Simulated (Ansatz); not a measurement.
Write the native input for Ansatz 0.2.0 that does the following.

```yaml
Task: single point
Functional: PBE
Potentials_or_basis: Ansatz PAW
Cutoff: "420 eV (not typed: the program's choice for these potentials)"
k_mesh: 12 × 12 × 7
Occupations: fermi-dirac, width 0.05 eV
Spin: collinear spin, ferrimagnetic start
Starting_moments: "[4.0, -2.0] μB"
```

Crystal: Mn.

```
CELL_PARAMETERS angstrom
2.48365 0.00000 0.00000
-1.24182 2.15090 0.00000
0.00000 0.00000 4.02620
ATOMIC_POSITIONS crystal
Mn 0.33333 0.66667 0.25000
Mn 0.66667 0.33333 0.75000
```

This isn't the form of Mn at room conditions, which is a 58-atom cubic cell.

These files were run (other wordings do the same):

input.yaml

```yaml
crystal:
  lattice:
    - [2.4836457705, 0.0, 0.0]
    - [-1.2418228853, 2.1509003313, 0.0]
    - [0.0, 0.0, 4.026195]
  atoms:
    - { symbol: Mn, position: [0.3333333333, 0.6666666667, 0.25], spin: 4.0 }
    - { symbol: Mn, position: [0.6666666667, 0.3333333333, 0.75], spin: -2.0 }
hamiltonian:
  xc: pbe
  pseudopotentials: { kind: paw }
magnetization:
  spin_polarized: true
kpoints:
  mp_grid: { grid: [12, 12, 7] }
scf:
  occupations: { method: fermi_dirac, width: 0.05 }
output:
  forces: true
  stress: true
  eigenvalues: true
```

Potentials or basis: Ansatz PAW.

Launch:

```sh
$ ansatz run input.yaml --threads 2 --pin off --max-ram 5632MiB --backend cpu --events-out ev --progress --plain --runs-dir out
```

Results of the run:

The pressure is -0.7 GPa and the band gap on the k mesh is none (metal or under the smearing width). The net moment is 0.00 μB per cell and the absolute moment is 0.61 μB per cell. The site moments are Mn +0.29, -0.29 μB.

Caveat: the moment fell far below its start of 4 μB, so a state of higher moment may lie lower in energy.

It took 14 s on 2 threads of Arm Neoverse V2, on a shared host, peak memory 0.37 GiB.
